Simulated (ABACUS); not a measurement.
**MnO2 under changes of volume**

One of the cells (10.839 Å³/atom); the others are scaled copies at fixed shape and fractional positions:

```xyz
3
Lattice="2.8566 0.0000 0.0000 -1.4283 2.4739 0.0000 0.0000 0.0000 4.6014" Properties=species:S:1:pos:R:3 pbc="T T T"
Mn    0.0000    0.0000    2.3007
O     0.0000    1.6492    3.2499
O     1.4283    0.8246    1.3515
```

Measurements of this composition are mostly on another form, of space group No. 136.

```yaml
Program: ABACUS 3.10.1
Functional: PBE
Potentials_or_basis: PseudoDojo NC SR 0.4.1 PBE standard
Cutoff: 1361 eV
Density_cutoff: 5442 eV
Basis: TZDP LCAO (the cutoffs set its grid)
k_mesh: 11 × 11 × 6
Occupations: fermi-dirac, width 0.05 eV
Spin: collinear spin, ferromagnetic start
Starting_moments: "[4.0, 0.0, 0.0] μB"
```

| volume (Å³/atom) | energy over the lowest point (meV/atom) | pressure (GPa) | gap on the mesh (eV) | largest force (eV/Å) |
| --- | --- | --- | --- | --- |
| 10.189 | 54.01 | 19.9 | 0.71 | 1.247 |
| 10.405 | 30.71 | 14.5 | 0.79 | 0.890 |
| 10.622 | 14.49 | 9.6 | 0.87 | 0.562 |
| 10.839 | ? | ? | ? | ? |
| 11.056 | 0.00 | 1.4 | 1.02 | 0.018 |
| 11.273 | 0.56 | -2.1 | 1.09 | 0.274 |
| 11.489 | 5.64 | -5.3 | 1.15 | 0.510 |

Q: What does the run at 10.839 Å³/atom give?

A: Energy over the lowest point 4.41 meV/atom; pressure 5.3 GPa; gap on the mesh 0.95 eV; largest force 0.260 eV/Å.

Worked out: A Birch-Murnaghan fit of order 3 (a polynomial in V^(-2/3)) to the other rows has its minimum at 11.14 Å³/atom with B0 = V·E''(V) = 182 GPa and B' = 4.8 at fixed shape and positions, which overstates the stiffness. It gives 4.41 meV/atom at 10.839 Å³/atom, against the run's 4.41, and -dE/dV = 5.3 GPa, against 5.3. A straight line through the other rows of the gap, of slope 3.69 eV per unit of ln V, gives 0.94 eV, against the run's 0.95.

Energies are extrapolated to zero smearing.

Caveats: the atomic orbitals were generated for these runs and aren't a published set; an odd mesh through Γ misses points on the zone boundary, where band edges often lie; the basis of atomic orbitals isn't converged, which shifts pressures, moduli and gaps; a cell with one magnetic atom can't hold antiferromagnetic order, which such compounds often take; forces of over 1 eV/Å show positions far from the minimum, so gaps and moduli don't describe the material at rest (some runs).
